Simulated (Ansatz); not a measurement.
**Equation of state of MoS₂**

```yaml
crystal:
  lattice:
    - [1.58150, 0.91308, 6.12333]
    - [-1.58150, 0.91308, 6.12333]
    - [0.00000, -1.82616, 6.12333]
  atoms:
    - { symbol: Mo, position: [0.00000, 0.00000, 0.00000] }
    - { symbol: S, position: [0.74840, 0.74840, 0.74840] }
    - { symbol: S, position: [0.58490, 0.58490, 0.58490] }
```

The geometry is COD entry 9007661, unchecked; take it as a test cell.

Methods: DFT, LDA, all-electron LAPW, scalar-relativistic (Ansatz 0.2.0); DFT, LDA, PAW with Ansatz's default frozen-core files, scalar-relativistic (Ansatz 0.2.0).

For LAPW: a Γ-centred 15×15×15 k mesh, Fermi–Dirac smearing of 0.05 eV, basis error target 1 meV/atom, no spin polarisation. PAW takes a cutoff of 420 eV at this cell (files made with PBE, cores remade for this functional). The Ansatz runs share mesh, smearing and spin set-up. Plane-wave (PAW) pressures include the program's estimate of the Pulay term.

The cell above is scaled evenly, with fractional coordinates and shape held.

**Question.** Estimate the equilibrium volume and bulk modulus that full-potential LAPW gives for this fixed shape.

**Answer.** V0 = 17.85 Å³/atom, B0 = 158 GPa, B0′ = 4.4, from a third-order Birch–Murnaghan fit to these pressures:
```csv
V/V(cell),V (Å³/atom),"P, LAPW (GPa)","P, PAW (GPa)","gap on the k mesh, LAPW (eV)","free energy over the lowest listed, PAW (meV/atom)"
0.9400,16.624,13.11,13.04,0.59,46.5
0.9600,16.977,8.81,8.74,0.60,22.5
0.9800,17.331,4.95,4.89,0.61,7.6
0.9900,17.508,3.17,3.11,0.61,3.2
1.0000,17.685,1.48,1.42,0.62,0.7
1.0100,17.861,-0.13,-0.18,0.62,0.0
1.0200,18.038,-1.65,-1.70,0.62,1.0
1.0400,18.392,-4.45,-4.50,0.63,8.0
1.0600,18.746,-6.98,-7.02,0.63,20.7
```

PAW's V0 lies -0.04 % from the all-electron value and its B0 0.0 %. With shape and internal coordinates held, B0 is an upper bound to the relaxed modulus.
